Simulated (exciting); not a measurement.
# Ru (P6_3/mmc) in exciting: settings compared, part 2 of 2

exciting (release sodium). Earlier steps stand in the parts before.

### 3 Single point, PBE

Input file input.xml:

```xml
<input>
  <title>Ru</title>
  <structure speciespath="./" tshift="false">
    <crystal scale="1">
      <basevect>5.113220948012 0.000000000000 0.000000000000</basevect>
      <basevect>-2.556610474006 4.428179236217 0.000000000000</basevect>
      <basevect>0.000000000000 0.000000000000 8.091618293035</basevect>
    </crystal>
    <species speciesfile="Ru.xml" rmt="2.3">
      <atom coord="0.666666666700 0.333333333300 0.750000000000"/>
      <atom coord="0.333333333300 0.666666666700 0.250000000000"/>
    </species>
  </structure>
  <groundstate do="fromscratch" ngridk="11 11 6" rgkmax="9" gmaxvr="14" lmaxapw="10" lmaxmat="10" lmaxvr="8" xctype="GGA_PBE" stype="Gaussian" swidth="0.00040424" nempty="18" ValenceRelativity="iora*" epsengy="1e-05" epspot="1e-05" maxscl="60" tforce="true" outputlevel="high"/>
  <properties>
    <chargedensityplot>
      <plot3d>
        <box grid="14 14 22">
          <origin coord="0 0 0"/>
          <point coord="1 0 0"/>
          <point coord="0 1 0"/>
          <point coord="0 0 1"/>
        </box>
      </plot3d>
    </chargedensityplot>
    <elfplot>
      <plot3d>
        <box grid="14 14 22">
          <origin coord="0 0 0"/>
          <point coord="1 0 0"/>
          <point coord="0 1 0"/>
          <point coord="0 0 1"/>
        </box>
      </plot3d>
    </elfplot>
    <exccplot>
      <plot3d>
        <box grid="14 14 22">
          <origin coord="0 0 0"/>
          <point coord="1 0 0"/>
          <point coord="0 1 0"/>
          <point coord="0 0 1"/>
        </box>
      </plot3d>
    </exccplot>
  </properties>
</input>
```

Potentials or basis: all-electron LAPW+lo, shipped species files, valence relativity iora*.

Started as:

```bash
$ OMP_NUM_THREADS=1 exciting_smp
```

INFO.OUT:

```text
================================================================================
EXCITING SODIUM started
[... 10 lines left out ...]

 Lattice vectors (cartesian) :
      5.1132209480      0.0000000000      0.0000000000
     -2.5566104740      4.4281792362      0.0000000000
      0.0000000000      0.0000000000      8.0916182930

 Reciprocal lattice vectors (cartesian) :
      1.2288116182      0.7094547185     -0.0000000000
      0.0000000000      1.4189094370      0.0000000000
      0.0000000000     -0.0000000000      0.7765054010

 Unit cell volume                           :     183.2125157621
 Brillouin zone volume                      :       1.3538933867

 Species :    1 (Ru)
     parameters loaded from                 :    Ru.xml
     name                                   :    ruthenium
     nuclear charge                         :     -44.00000000
     electronic charge                      :      44.00000000
     atomic mass                            :  184239.33920000
     muffin-tin radius                      :       2.30000000
     # of radial points in muffin-tin       :     400

     atomic positions (lattice) :
       1 :   0.66666667  0.33333333  0.75000000
       2 :   0.33333333  0.66666667  0.25000000

 Total number of atoms per unit cell        :       2

 Spin treatment                             :    spin-unpolarised

 Number of Bravais lattice symmetries       :      24
 Number of crystal symmetries               :      12

 k-point grid                               :      11   11    6
 Total number of k-points                   :      84
 k-point set is reduced with crystal symmetries

 R^MT_min * |G+k|_max (rgkmax)              :       9.00000000
 Species with R^MT_min                      :       1 (Ru)
[... 612 lines left out ...]
 Charge distance                   (target) :  0.276407E-09  ( 0.100000E-04)
 Abs. change in max-nonIBS-force   (target) :  0.239004E-09  ( 0.500000E-04)

++++++++++++++++++++++++++++++++++++++++++++++++++++++++++++++++++++++++++++++++
| Convergency criteria checked for the last 2 iterations                       +
| Convergence targets achieved. Performing final SCF iteration                 +
++++++++++++++++++++++++++++++++++++++++++++++++++++++++++++++++++++++++++++++++
 Total energy                               :     -9063.71869637
 _______________________________________________________________
 Fermi energy                               :         0.50773375
 Kinetic energy                             :      9429.92630615
 Coulomb energy                             :    -18225.93908275
 Exchange energy                            :      -263.01431607
 Correlation energy                         :        -4.69160370
 Sum of eigenvalues                         :     -5392.21487547
 Effective potential energy                 :    -14822.14118161
 Coulomb potential energy                   :    -14473.04562505
 xc potential energy                        :      -349.09555656
 Hartree energy                             :      2777.39390484
 Electron-nuclear energy                    :    -20027.83343473
 Nuclear-nuclear energy                     :      -975.49955286
 Madelung energy                            :    -10989.41627022
 Core-electron kinetic energy               :         0.00000000

 DOS at Fermi energy (states/Ha/cell)       :       239.53051611

 Electron charges :
     core                                   :        56.00000000
     core leakage                           :         0.00000098
     valence                                :        32.00000000
     interstitial                           :         3.86592774
     charge in muffin-tin spheres :
                  atom     1    Ru          :        42.06703613
                  atom     2    Ru          :        42.06703613
     total charge in muffin-tins            :        84.13407226
     total charge                           :        88.00000000

++++++++++++++++++++++++++++++++++++++++++++++++++++++++++++++++++++++++++++++++
+ Self-consistent loop stopped                                                 +
++++++++++++++++++++++++++++++++++++++++++++++++++++++++++++++++++++++++++++++++
 STATE.OUT is written

--------------------------------------------------------------------------------
- Writing atomic positions and forces                                          -
--------------------------------------------------------------------------------

 Atomic positions (lattice) :
 atom     1  Ru  :     0.66666667    0.33333333    0.75000000
 atom     2  Ru  :     0.33333333    0.66666667    0.25000000

 Total atomic forces including IBS (cartesian) :
 atom     1  Ru  :     0.00000000   -0.00000000   -0.00001551
 atom     2  Ru  :    -0.00000000    0.00000000    0.00001551

 Atomic force components including IBS (cartesian) :
 atom     1  Ru  :     0.00000000   -0.00000000   -0.00002113   HF force
                 :    -0.00000000   -0.00000000   -0.00000118   core correction
                 :    -0.00000000    0.00000000    0.00000680   IBS correction
 atom     2  Ru  :    -0.00000000    0.00000000    0.00002113   HF force
                 :     0.00000000    0.00000000    0.00000118   core correction
                 :     0.00000000    0.00000000   -0.00000680   IBS correction

********************************************************************************
* Groundstate module stopped                                                   *
********************************************************************************

================================================================================
| EXCITING SODIUM stopped                                                      =
================================================================================
```

stdout:

```text
Info(rhoplot):
 3D density plot written to RHO3D.xml

Info(potplot):
 3D Coulomb potential plot written to VCL3D.xml
 3D exchange-correlation potential plot written to VXC3D.xml

Info(elfplot): 3D ELF plot written to ELF3D.xml
```

Run time: 2 min. Hardware: 1 thread of Arm Neoverse V2, shared host; peak memory 0.12 GiB.

What came out:

| Item | Value |
| --- | --- |
| Free energy | -246636.3508 eV |
| Band gap on the k mesh | none (metal or under the smearing width) |
| All electrons inside the program's atomic spheres | Ru 42.07 (radii Ru 2.3 bohr) |
